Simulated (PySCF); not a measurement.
## Two-dimensional NMR puzzle

Compound of formula C3H6O2. Correlations simulated from computed shifts and the bond graph:

HSQC (one-bond C–H):
```
  δH    δC
2.39  28.6
1.15  10.5
```

COSY cross peaks (H two or three bonds apart, from the bond graph; peaks can be absent where the dihedral angle is near 90°):
```
  δH    δH
2.39  1.15
```

HMBC (two and three bonds, from the bond graph):
```
  δH           δC
2.39  178.7, 10.5
1.15  178.7, 28.6
```

Carbons without hydrogens: δ 178.7.

- coordinates at the GFN2-xTB level
- σ from GIAO-PBE0/pcSseg-1
- code: PySCF 2.14.0 with density-fitted response routines
- gas phase, no relativistic terms, fast rotation and ring inversion assumed for equivalent nuclei, one computed conformer

Referencing at the same level of theory: $^{1}$H (σ = 31.72 ppm) and $^{13}$C (σ = 186.93 ppm) vs TMS.

Exchangeable hydrogens are left out of these lists.

Question: Work out the connectivity.

Answer: Propanoic Acid (CCC(=O)O).

Numbering as in the mapped SMILES `[CH3:1][CH2:2][C:3](=[O:4])[OH:5]`; H(Xn) means a hydrogen on atom n.

- δC 178.7 is C3, a carboxylic acid carbon.
- δC 28.6 is C2, an sp3 CH2 α to a carbonyl (δH 2.39).
- δC 10.5 is C1, a methyl carbon (δH 1.15).
- HMBC from δH 2.39 reaches the proton-free carbon C3.
- HMBC from δH 1.15 reaches the proton-free carbon C3.
- COSY links 2.39–1.15.

The OH or NH signal is concentration- and solvent-dependent in practice; the value given is the gas-phase one. Shifts are as computed. Against solution values, carbons near 30 ppm lie about +3 ppm off and those near 130 ppm about +5 ppm. Of 246 compounds with measured shifts, 49 miss one by over three times the rms of a fit or turn the order of signals round; such compounds aren't used in these exercises. Hydrogen bonding in solution deshields acid and N–H amide carbonyl carbons by as much as 10 ppm beyond these values.
